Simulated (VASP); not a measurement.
Wanted: the native input for a VASP 6.6.1 run.

```yaml
Task: relaxation of cell and atoms
Functional: PBE
Potentials_or_basis: VASP PAW PBE potentials, release 64 (Ti_sv, C)
Cutoff: 520 eV
k_mesh: 4 × 4 × 4
Occupations: gaussian, width 0.15 eV
Spin: no spin polarisation
Further_INCAR_settings: PREC = Normal; ALGO = Fast; EDIFF = 0.0001; IBRION = 2; EDIFFG = -0.08; NSW = 24; ISIF = 3
```

The structure of Ti3C lies in POSCAR:

```
Ti3C
1.0
    5.3334582300      0.0000000000      0.0000000000
   -2.6667291100      4.6189103100      0.0000000000
    0.0000000000      0.0000000000      4.2611228400
Ti C
6 2
Direct
    0.8329999800      0.6659999700      0.2500000000
    0.1670000200      0.8329999800      0.7500000000
    0.3340000300      0.1670000200      0.2500000000
    0.1670000100      0.3340000300      0.7500000000
    0.8329999800      0.1670000100      0.2500000000
    0.6659999700      0.8329999800      0.7500000000
    0.3333333300      0.6666666700      0.2500000000
    0.6666666700      0.3333333300      0.7500000000
```

The cell was built by a generator and needn't be a form met in nature.

The input as run:

INCAR

```
  PREC = Normal
  ENCUT = 520
  EDIFF = 1E-4
  ISMEAR = 0
  SIGMA = 0.15
  LREAL = F
  LASPH = T
  NELM = 60
  ALGO = Fast
  ISIF = 3
  LWAVE = F
  LCHARG = F
  GGA = PE
  IBRION = 2
  NSW = 24
  EDIFFG = -0.08
```

KPOINTS

```
Automatic mesh
0
Gamma
  4 4 4
```

Potentials or basis: VASP PAW PBE potentials, release 64 (Ti_sv, C).

The run is started by

```sh
$ cat potpaw_PBE.64/Ti_sv/POTCAR potpaw_PBE.64/C/POTCAR > POTCAR
$ mpirun -np 1 vasp_std > vasp.out
```

Results of the run:

```json
{"Relaxed volume": "12.76 Å³/atom", "Relaxed cell": "a = 5.318 Å, b = 5.318 Å, c = 4.168 Å, α = 90.00°, β = 90.00°, γ = 120.00°", "Space group after relaxing (to 0.05 Å)": "P6_3/mmc (No. 194)", "Energy gained by relaxing": "60.6 meV/atom", "Ionic steps": "10", "Pressure after relaxing": "-0.5 GPa", "Largest force after relaxing": "0.077 eV/Å", "Band gap on the k mesh": "none (metal or under the smearing width)"}
```

Caveat: the k mesh is coarse (spacing up to 0.37 Å⁻¹), so the values aren't converged; the relaxation stopped at a loose force limit of 0.08 eV/Å, so its end isn't a converged minimum.

It took 3.7 min on 1 thread of Intel(R) Xeon(R) Platinum 8488C (Sapphire Rapids), on a shared host, peak memory 0.17 GiB.
